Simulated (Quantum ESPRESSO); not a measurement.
Runs of Quantum ESPRESSO 7.5 on Ge. It takes space group I4_1/amd (No. 141, tetragonal). Conventional cell: a = 5.149 Å, b = 5.149 Å, c = 2.795 Å, α = 90.00°, β = 90.00°, γ = 90.00°. Ge (site symmetry -4m2) is surrounded by 6 Ge at 2.67 to 2.79 Å. This isn't the form of Ge at room conditions, which is diamond.

```tsv
task	level	potentials or basis	cell	form of the LDA correlation	gap on the mesh (eV)	pressure (GPa)	V0 of scaled cells (Å³/atom)	B0 (GPa)
single point	PBEsol	GBRV 1.5 PBEsol	atoms moved at random, drawn with an rms of 0.05 Å	-	none	-0.8	-	-
equation of state	PBEsol	GBRV 1.5 PBEsol	as given	-	-	-	18.37	(a)
single point	PBEsol	GBRV 1.5 PBEsol	as given	-	none	-0.8	-	-
equation of state	LDA	GBRV 1.5 LDA	as given	PZ81	-	-	17.94	82
```

Alike in all rows: no spin polarisation; k mesh 11 × 11 × 11; cutoff (eV) 612; smearing fermi-dirac 0.05 eV.

Estimate the missing entries.

(a) 79.

Caveats: the cell was scaled at fixed shape and fractional positions, which overstates the stiffness of a crystal with free parameters, most of all of layers and chains (some runs).

A k mesh can miss the band edges, and the runs leave out spin-orbit coupling on Ge.

A gap of «none» marks a metal or a gap under the smearing width.
